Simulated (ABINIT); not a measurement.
Write the native input for ABINIT 10.8.3 (patched build) that does the following.

- Task: single point
- Functional: PBE
- Potentials or basis: JTH PAW PBE v2.0
- Cutoff: 626 eV
- k mesh: 13 × 13 × 13
- Occupations: fermi-dirac, width 0.05 eV
- Spin: collinear spin, ferromagnetic start
- Starting moments: [4.0, 0.0] μB
- Fine-grid cutoff: 1224.51 eV
- Exchange and correlation inside the PAW spheres: full angular mesh (pawxcdev 0, this build's default; the released program takes 1)

The system is MnO.

```
Mn O
1.0
     0.00000    2.22391    2.22391
     2.22391    0.00000    2.22391
     2.22391    2.22391    0.00000
Mn O
1 1
Cartesian
  0.0000 0.0000 0.0000
  2.2239 2.2239 2.2239
```

The cell is a database's computed one.

The input as run:

run.abi

```
# Pseudopotentials
pp_dirpath "./"
pseudos "Mn.GGA_PBE-JTH.xml, O.GGA_PBE-JTH.xml"

# Structure
acell 3*1.0 Angstrom
rprim
     0.0000000000     2.2239077028     2.2239077028
     2.2239077028     0.0000000000     2.2239077028
     2.2239077028     2.2239077028     0.0000000000
ntypat 2
znucl 25 8
natom 2
typat 1 2
xred
     0.0000000000     0.0000000000     0.0000000000
     0.5000000000     0.5000000000     0.5000000000

# Plane-wave basis
ecut 625.861884 eV
pawecutdg 45.0

# k points
kptopt 1
ngkpt 13 13 13
nshiftk 1
shiftk 0.0 0.0 0.0

# Exchange and correlation
ixc 11

# Bands and occupations
nband 16
occopt 3
tsmear 0.00183747

# Spin
nsppol 2
spinat
     0.0000000000     0.0000000000     4.0000000000
     0.0000000000     0.0000000000     0.0000000000

# SCF cycle
nstep 100
tolvrs 1.0e-9

# Output
iomode 3
prtwf 0
prteig 0
prtebands 0
prtden 1
prtvha 1
prtvclmb 1
prtpot 1
```

Potentials or basis: JTH PAW PBE v2.0.

The run is started by

```sh
$ abinit run.abi > log 2>&1
```

It gave:

- Band gap on the k mesh: none (metal or under the smearing width)
- Net moment: 4.75 μB per cell
- Site moments: Mn +4.21; O +0.20 μB
- Valence electrons inside the program's atomic spheres: Mn 13.03; O 4.54

Caveat: a cell with one magnetic atom can't hold antiferromagnetic order, which such compounds often take; semilocal functionals often make such compounds metallic where correlation or magnetic order opens a gap, which also shifts bond lengths.

Wall time 110 s on 1 thread of Arm Neoverse V1 (shared host), peak memory 0.18 GiB.
